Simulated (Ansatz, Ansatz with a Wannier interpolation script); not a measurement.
Rows from a G0W0 calculation on SnS2 (1T monolayer) (Ansatz 0.2.0; G0W0 on PBE, plane waves, PAW; 12×12×1 mesh, 561 empty bands, screening to 80 eV), in eV. Spin-orbit coupling is left out.

| row | k | band | start | Σx | Σc at the solution | Vxc |
| --- | --- | --- | --- | --- | --- | --- |
| A | (0.000, 0.167, 0.000) | v1 | -6.838 | -18.098 | 1.738 | -15.771 |
| B | (0.000, -0.500, 0.000) | v1 | -7.067 | -18.032 | 1.865 | -15.542 |
| C | (0.000, 0.167, 0.000) | c1 | -3.986 | -11.827 | -3.186 | -15.828 |
| D | (0.000, -0.500, 0.000) | c2 | -2.045 | -7.544 | -3.777 | -11.986 |
| E | (0.000, 0.167, 0.000) | c2 | -2.206 | -7.876 | -3.756 | -12.293 |
| F | (0.000, -0.500, 0.000) | c1 | -5.260 | -10.576 | -2.860 | -14.145 |

Question: Work out each quasiparticle level and how far it moved.

The quasiparticle equation reads E = start + Σx + Σc(E) − Vxc.

| row | E (eV) | shift (eV) |
| --- | --- | --- |
| A | -7.427 | −0.589 |
| B | -7.692 | −0.625 |
| C | -3.171 | +0.816 |
| D | -1.380 | +0.665 |
| E | -1.545 | +0.661 |
| F | -4.551 | +0.709 |

The gap over the computed points goes from 1.58 eV to 2.88 eV.

Limits: not at the basis limit; no spin-orbit coupling.

[Runs of the session that timed out or met a known fault of the program may be left out.]

[Hosts, paths, dates, database ids (printed as entryN), source tags and the programs' standing remarks are cut or masked in the printed files.]
